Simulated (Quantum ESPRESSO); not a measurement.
## InAs under changes of volume

One of the cells (27.489 Å³/atom); the others are scaled copies at fixed shape and fractional positions:

```xyz
2
Lattice="0.0000 3.0180 3.0180 3.0180 0.0000 3.0180 3.0180 3.0180 0.0000" Properties=species:S:1:pos:R:3 pbc="T T T"
In    0.0000    0.0000    0.0000
As    4.5270    4.5270    4.5270
```

```yaml
Program: Quantum ESPRESSO 7.5
Functional: rev-vdW-DF2
Potentials_or_basis: PseudoDojo 0.4.1 SR PBE standard
Cutoff: 1143 eV
Density_cutoff: 4572 eV
k_mesh: 8 × 8 × 8
Occupations: fermi-dirac, width 0.05 eV
Spin: no spin polarisation
```

```csv
volume (Å³/atom),energy over the lowest point (meV/atom),pressure (GPa)
25.840,64.94,7.5
26.389,?,?
26.939,24.74,4.3
27.489,12.35,2.9
28.039,4.40,1.7
28.588,0.42,0.6
29.138,0.00,-0.4
```

Question: What does the run at 26.389 Å³/atom give?

Answer: Energy over the lowest point 42.08 meV/atom; pressure 5.8 GPa.

Worked out: A Birch-Murnaghan fit of order 3 (a polynomial in V^(-2/3)) to the other rows has its minimum at 28.93 Å³/atom with B0 = V·E''(V) = 51 GPa and B' = 4.8. It gives 42.09 meV/atom at 26.389 Å³/atom, against the run's 42.08, and -dE/dV = 5.8 GPa, against 5.8.

Energies are extrapolated to zero smearing.

Caveats: the potentials were made for another functional, which shifts forces and pressure.
